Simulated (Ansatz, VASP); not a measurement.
One calculation of Pb, two programs

Contents of INCAR:

```
  PREC = Accurate
  ENCUT = 520
  EDIFF = 1E-7
  ISMEAR = -1
  SIGMA = 0.05
  LREAL = False
  LASPH = True
  NELM = 80
  ALGO = Normal
  ISIF = 2
  LWAVE = False
  LCHARG = False
  GGA = PE
  NBANDS = 21
```

Contents of KPOINTS:

```
regular mesh
0
Gamma
  12 12 7
```

Contents of POSCAR:

```
Pb
1.0
    3.4800006906      0.0000000000      0.0000000000
   -1.7400003453      3.0137690032      0.0000000000
    0.0000000000      0.0000000000      5.5341000000
Pb
2
Direct
    0.3333333333      0.6666666667      0.2500000000
    0.6666666667      0.3333333333      0.7500000000
```

Input for Ansatz:

```yaml
crystal:
  lattice:
    - [3.4800006906, 0.0, 0.0]
    - [-1.7400003453, 3.0137690032, 0.0]
    - [0.0, 0.0, 5.5341]
  atoms:
    - { symbol: Pb, position: [0.3333333333, 0.6666666667, 0.25] }
    - { symbol: Pb, position: [0.6666666667, 0.3333333333, 0.75] }
kpoints:
  mp_grid: { grid: [12, 12, 7] }
  band_path:
    path:
      - [0.0, 0.0, 0.0]
      - [0.5, 0.0, 0.0]
      - [0.3333333333, 0.3333333333, 0.0]
      - [0.0, 0.0, 0.0]
      - [0.0, 0.0, 0.5]
      - [0.5, 0.0, 0.5]
      - [0.3333333333, 0.3333333333, 0.5]
      - [0.0, 0.0, 0.5]
      - [0.5, 0.0, 0.5]
    npoints: 5
scf:
  occupations: { method: fermi_dirac, width: 0.05 }
hamiltonian:
  xc: pbe
  pseudopotentials: { kind: all_electron, lapw: { basis_error: 0.0005 } }
output:
  forces: true
  stress: true
  eigenvalues: true
```

Change from the starting cell: zz strain of -1 %.

Alike in both runs: task single point; functional PBE; k mesh 12 × 12 × 7; occupations fermi-dirac, width 0.05 eV; no spin polarisation.

|  | VASP | Ansatz |
| --- | --- | --- |
| version | VASP 6.6.1 | Ansatz 0.2.0 |
| potentials or method | VASP PAW PBE potentials, release 64 (Pb_d) | all-electron LAPW, scalar-relativistic |
| plane-wave cutoff (eV) | 520 | see its input |

```csv
,VASP,Ansatz,Ansatz less VASP
pressure (GPa),4.4,4.5,+0.07
largest component of the traceless stress (GPa),0.17,0.16,-0.018
```

Ansatz ran all-electron here, so the differences hold the error of VASP's frozen core and of both bases.

The runs have no spin-orbit coupling, so splittings on Pb are missing.
